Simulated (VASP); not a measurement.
Output of a VASP run:

File OSZICAR:
```
       N       E                     dE             d eps       ncg     rms          rms(c)
DAV:   1     0.145532396062E+03    0.14553E+03   -0.13830E+04   928   0.145E+03
DAV:   2    -0.644077629504E+02   -0.20994E+03   -0.20783E+03  1216   0.379E+02
DAV:   3    -0.770014390312E+02   -0.12594E+02   -0.12287E+02  1616   0.766E+01
DAV:   4    -0.772366751298E+02   -0.23524E+00   -0.23513E+00  1024   0.103E+01
DAV:   5    -0.772431189121E+02   -0.64438E-02   -0.64364E-02  1400   0.120E+00    0.489E+01
DAV:   6    -0.248950476901E+02    0.52348E+02   -0.18046E+02  1136   0.732E+01    0.211E+01
DAV:   7    -0.375253028495E+02   -0.12630E+02   -0.58511E+01  1184   0.447E+01    0.156E+01
DAV:   8    -0.364685605239E+02    0.10567E+01   -0.23585E+01  1504   0.365E+01    0.850E+00
DAV:   9    -0.319270727310E+02    0.45415E+01   -0.61086E+00   944   0.324E+01    0.534E+00
DAV:  10    -0.313007099890E+02    0.62636E+00   -0.43576E+00  1208   0.240E+01    0.395E+00
DAV:  11    -0.331870702029E+02   -0.18864E+01   -0.15990E+00  1376   0.135E+01    0.352E+00
DAV:  12    -0.331606087579E+02    0.26461E-01   -0.94007E-03   984   0.988E-01    0.346E+00
DAV:  13    -0.333227722956E+02   -0.16216E+00   -0.10487E-01  1040   0.354E+00    0.181E+00
DAV:  14    -0.332772234302E+02    0.45549E-01   -0.36994E-01  1296   0.395E+00    0.199E+00
DAV:  15    -0.333489501665E+02   -0.71727E-01   -0.77967E-02  1424   0.238E+00    0.162E+00
DAV:  16    -0.333514953845E+02   -0.25452E-02   -0.98350E-03  1104   0.114E+00    0.121E+00
DAV:  17    -0.333466409933E+02    0.48544E-02   -0.41146E-03  1432   0.675E-01    0.740E-01
DAV:  18    -0.333445824331E+02    0.20586E-02   -0.25691E-03  1152   0.623E-01    0.429E-01
DAV:  19    -0.333431339479E+02    0.14485E-02   -0.32043E-03  1296   0.545E-01    0.185E-01
DAV:  20    -0.333431442937E+02   -0.10346E-04   -0.29094E-04  1200   0.139E-01    0.153E-01
DAV:  21    -0.333431173760E+02    0.26918E-04   -0.26341E-04  1376   0.990E-02    0.761E-02
DAV:  22    -0.333431168842E+02    0.49171E-06   -0.21025E-05  1032   0.495E-02    0.579E-02
DAV:  23    -0.333431078282E+02    0.90560E-05   -0.54918E-05  1192   0.508E-02    0.370E-02
DAV:  24    -0.333430863099E+02    0.21518E-04   -0.46260E-05  1128   0.532E-02    0.551E-03
DAV:  25    -0.333430860872E+02    0.22271E-06   -0.40755E-06  1176   0.190E-02    0.505E-03
DAV:  26    -0.333430856804E+02    0.40687E-06   -0.15346E-07   720   0.469E-03    0.343E-03
DAV:  27    -0.333430862788E+02   -0.59844E-06   -0.55621E-07  1192   0.538E-03    0.563E-04
DAV:  28    -0.333430862123E+02    0.66483E-07   -0.36705E-08   504   0.177E-03
   1 F= -.33343086E+02 E0= -.33343086E+02  d E =0.000000E+00
       N       E                     dE             ncg
       N       E                     dE             ncg
       N       E                     dE             ncg
```

OUTCAR:
```
------------------------ aborting loop because EDIFF is reached ----------------------------------------
  FORCE on cell =-STRESS in cart. coord.  units (eV):
  Direction    XX          YY          ZZ          XY          YZ          ZX
  --------------------------------------------------------------------------------------
  Total       -0.0034208     -0.0034208     -0.0034208      0.0000000     -0.0000000      0.0000000
  in kB       -0.1666088     -0.1666088     -0.1666088      0.0000000     -0.0000000      0.0000000
  external PRESSURE =      -0.1666088 kB  Pullay stress =       0.0000000 kB
  volume of cell :       32.90
      direct lattice vectors                 reciprocal lattice vectors
     0.000000000  2.543128744  2.543128744    -0.196608214  0.196608214  0.196608214
     2.543128744  0.000000000  2.543128744     0.196608214 -0.196608214  0.196608214
     2.543128744  2.543128744  0.000000000     0.196608214  0.196608214 -0.196608214
 POSITION                                       TOTAL-FORCE (eV/Angst)
 -----------------------------------------------------------------------------------
      0.00000      0.00000      0.00000        -0.000000     -0.000000      0.000000
      1.27156      1.27156      1.27156         0.000000      0.000000      0.000000
      3.81469      3.81469      3.81469        -0.000000     -0.000000     -0.000000
 -----------------------------------------------------------------------------------
    total drift:                                0.000000      0.000000      0.000000
  FREE ENERGIE OF THE ION-ELECTRON SYSTEM (eV)
  ---------------------------------------------------
  free  energy   TOTEN  =       -33.3430862123 eV

  energy  without entropy=      -33.3430862123  energy(sigma->0) =      -33.34308621

 total charge

# of ion       s       p       d       tot
------------------------------------------
    1        2.154   6.048   1.246   9.448
    2        1.592   3.561   0.000   5.153
    3        1.592   3.561   0.000   5.153
--------------------------------------------------
tot          5.338  13.169   1.246  19.754

 Electric field gradients after diagonalization (V/A^2)
 (convention: |V_zz| > |V_xx| > |V_yy|)
----------------------------------------------------------------------
 ion       V_xx      V_yy      V_zz     asymmetry (V_yy - V_xx)/ V_zz
----------------------------------------------------------------------
   1      -0.000    -0.000     0.000       0.000
   2       0.002     0.002    -0.003       0.000
   3       0.002     0.002    -0.003       0.000
```
(Selected blocks of OUTCAR.)

POSCAR:
```
ZrO2
1
   -0.0000000000     2.5431287438     2.5431287438
    2.5431287438     0.0000000000     2.5431287438
    2.5431287438     2.5431287438    -0.0000000000
Zr O
1 2
Direct
  0.0000000000   0.0000000000   0.0000000000
  0.2500000000   0.2500000000   0.2500000000
  0.7500000000   0.7500000000   0.7500000000
```

**Question.** Write an INCAR and KPOINTS that could have produced this output.

**Answer.** One answer among several that fit: the input of the run itself, MS2 meta-GGA, plane waves, VASP's PBE PAW potentials (set 64).

File KPOINTS:
```
Regular mesh
0
Gamma
 8 8 8
0 0 0
```

File KPOINTS_OPT:
```
k-points along high-symmetry lines
10
Line-mode
Reciprocal
  0.000000   0.000000   0.000000 ! GAMMA
  0.500000   0.000000   0.500000 ! X

  0.500000   0.000000   0.500000 ! X
  0.625000   0.250000   0.625000 ! U

  0.375000   0.375000   0.750000 ! K
  0.000000   0.000000   0.000000 ! GAMMA

  0.000000   0.000000   0.000000 ! GAMMA
  0.500000   0.500000   0.500000 ! L

  0.500000   0.500000   0.500000 ! L
  0.500000   0.250000   0.750000 ! W

  0.500000   0.250000   0.750000 ! W
  0.500000   0.000000   0.500000 ! X
```

INCAR:
```
! general
SYSTEM  = ZrO2
PREC    = Accurate
ENCUT   = 520
LREAL   = .FALSE.
LASPH   = .TRUE.

! electronic loop
EDIFF   = 1E-7
NELM    = 100
ALGO    = Normal
LMAXMIX = 4
LMIXTAU = .TRUE.

! smearing
ISMEAR  = -5

! functional
METAGGA = MS2

! ions
ISIF    = 2

! output
LWAVE   = .FALSE.
LCHARG  = .FALSE.
LORBIT  = 11
NEDOS   = 601

! other
LEFG    = .TRUE.
```

POTCAR, in this order: Zr_sv O (PBE.64 set). Program: vasp_std.

The compound is ZrO2 in the fluorite structure, the high-temperature cubic form, which is unstable at 0 K; the monoclinic form is the stable one. It was relaxed first.
